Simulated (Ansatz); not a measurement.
Which YAML input does this script hand to the engine? (the Ansatz DFT code, driven from Python)

`lapw_rbbr.py`:
```python
"""RbBr with all its electrons on LAPW."""

import logging
import sys
import warnings

import ansatz as az
import numpy as np

logging.basicConfig(stream=sys.stdout, format="%(levelname)s:%(name)s:%(message)s")
logger = logging.getLogger("run")
logger.setLevel(logging.INFO)


def main() -> None:
    warnings.simplefilter("ignore", az.DeckWarning)

    vectors = np.array([
        [0.0, 3.427, 3.427],
        [3.427, 0.0, 3.427],
        [3.427, 3.427, 0.0],
    ])
    system = (
        az.Lattice.of(vectors)
        .atom("Rb", [0.0, 0.0, 0.0])
        .atom("Br", [0.5, 0.5, 0.5])
    )

    calculation = (
        system.calculation()
        .scf(tolerance=1e-07)
        .occupations("Fixed")
        .kpoints(5)
        .functional("pbe")
        .pseudopotentials("all_electron", lapw=True)
        .band_table()
    )
    planned = calculation.session().plan(threads=1)
    facts = planned.describe()
    print("plan:", facts["n_bands"], "bands,", len(facts["kpoints_frac"]), "k-points, plane waves", facts["n_pw_range"], "grid", facts["fft_dense"])
    result = planned.execute()
    summary = result.report

    n_atoms = len(summary["lattice"]["sites"])
    print("F =", round(summary["free_energy_ev"], 4), "eV for", n_atoms, "atoms")
    print("E(sigma -> 0) =", round(summary["energy_sigma0_ev"], 4), "eV, TS =", round(summary["entropy_ts_ev"], 5), "eV")
    print("closed by", summary["closed_by"], "after", summary["n_iterations"], "iterations")

    edges = summary.get("band_edges_ev")
    if edges:
        logger.info(f"band edges on the mesh: {edges[0]:.3f} and {edges[1]:.3f} eV, gap {edges[1] - edges[0]:.3f} eV")
    else:
        print("no band edges reported (a metal, or a gap too narrow for this smearing); Fermi level", round(summary["fermi_energy_ev"], 3), "eV")

    errors = summary["lapw_basis_errors"]
    logger.info(f"estimated basis error {1000 * errors['total_ev_per_atom']:.3f} meV/atom, target {1000 * errors['basis_error_target_ev_per_atom']:.3f}")
    for sphere in errors["spheres"]:
        logger.info(f"  {sphere['species']:2s} muffin-tin radius {sphere['muffin_tin_radius_ang']:.3f} A, core shells {sphere['core_shells']}")


if __name__ == "__main__":
    main()
```

```console
$ python lapw_rbbr.py
plan: 30 bands, 10 k-points, plane waves [296, 311] grid [20, 20, 20]
F = -152051.2905 eV for 2 atoms
E(sigma -> 0) = -152051.2905 eV, TS = 0.0 eV
closed by deck_thresholds after 7 iterations
INFO:run:band edges on the mesh: 2.681 and 7.046 eV, gap 4.365 eV
INFO:run:estimated basis error 0.123 meV/atom, target 0.250
INFO:run:  Br muffin-tin radius 1.699 A, core shells 3
INFO:run:  Rb muffin-tin radius 1.728 A, core shells 4
```

`input.yaml`:
```yaml
crystal:
  lattice:
    - [0.0, 3.427, 3.427]
    - [3.427, 0.0, 3.427]
    - [3.427, 3.427, 0.0]
  atoms:
    - { symbol: Rb, position: [0.0, 0.0, 0.0] }
    - { symbol: Br, position: [0.5, 0.5, 0.5] }
kpoints:
  mp_grid:
    grid: [5, 5, 5]
hamiltonian:
  xc: pbe
  pseudopotentials:
    kind: all_electron
    lapw: {}
scf:
  convergence:
    dr2_threshold: 1.0e-07
  occupations:
    method: fixed
output:
  eigenvalues: true
```

Notes:
- All-electron totals depend on functional, relativistic treatment and basis; only differences at equal settings carry meaning.
- Along an axis with an odd division the mesh misses the point at one half; a gap read on a finite mesh is an upper bound on this functional's gap.
- Semilocal gaps usually lie well under measured ones.
- Of the deposited cell: the entry's cell lengths or inner coordinates differ somewhat from later room-temperature determinations.
- The structure is a deposited one; some such entries were measured under pressure or heat, so a shift against it needn't be the functional's error alone.
- Levels are Kohn-Sham eigenvalues on this mesh, without spin-orbit coupling.
- Hardware and time: 3.7 s on 1 thread of Arm Neoverse V1, on a shared host, peak memory 0.32 GiB.
